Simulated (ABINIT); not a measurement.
Here is an ABINIT 10.8.3 (patched build) calculation.

run.abi

```
# Datasets: ground state, then fixed potential
ndtset 2

# Pseudopotentials
pp_dirpath "./"
pseudos "Ta.LDA_PW-JTH.xml, N.LDA_PW-JTH.xml"

# Structure
acell 3*1.0
rprim
     0.0000000000     4.1787948431     4.1787948431
     4.1787948431     0.0000000000     4.1787948431
     4.1787948431     4.1787948431     0.0000000000
ntypat 2
znucl 73 7
natom 2
typat 1 2
xcart
     2.2113230000     2.2113230000     2.2113230000
     0.0000000000     0.0000000000     0.0000000000 Angstrom

# Plane-wave basis
ecut 25.0
pawecutdg 47.0

# Exchange and correlation
ixc 2

# Bands and occupations
occopt 3
tsmear 0.00183747

# SCF cycle
nstep 100

# Output
iomode 3
prtwf 0
prteig 0
prtebands 0
enunit 1
prtden1 1
prtvha1 1
prtvclmb1 1
prtpot1 1

# Dataset 1
kptopt1 1
ngkpt1 10 10 10
nshiftk1 1
shiftk1 0.0 0.0 0.0
nband1 13
tolvrs1 1.0e-9

# Dataset 2: bands along G-X-W-K-G-L-U-W-L-K
iscf2 -2
getden2 1
nband2 17
nbdbuf2 2
tolwfr2 1.0e-12
kptopt2 -9
ndivsm2 6
prteig2 1
prtvol2 -3
kptbounds2
     0.0000000000     0.0000000000     0.0000000000
     0.5000000000     0.0000000000     0.5000000000
     0.5000000000     0.2500000000     0.7500000000
     0.3750000000     0.3750000000     0.7500000000
     0.0000000000     0.0000000000     0.0000000000
     0.5000000000     0.5000000000     0.5000000000
     0.6250000000     0.2500000000     0.6250000000
     0.5000000000     0.2500000000     0.7500000000
     0.5000000000     0.5000000000     0.5000000000
     0.3750000000     0.3750000000     0.7500000000
```

Potentials or basis: JTH PAW LDA v2.0.

Command:

```bash
$ abinit run.abi > log 2>&1
```

(1) What does it give for the band gap on the k mesh?

## Answers

(1) none (metal or under the smearing width).

Caveat: the highest band is partly filled, so the run has too few bands; spin-orbit coupling is left out, which moves the levels of the heavy elements.
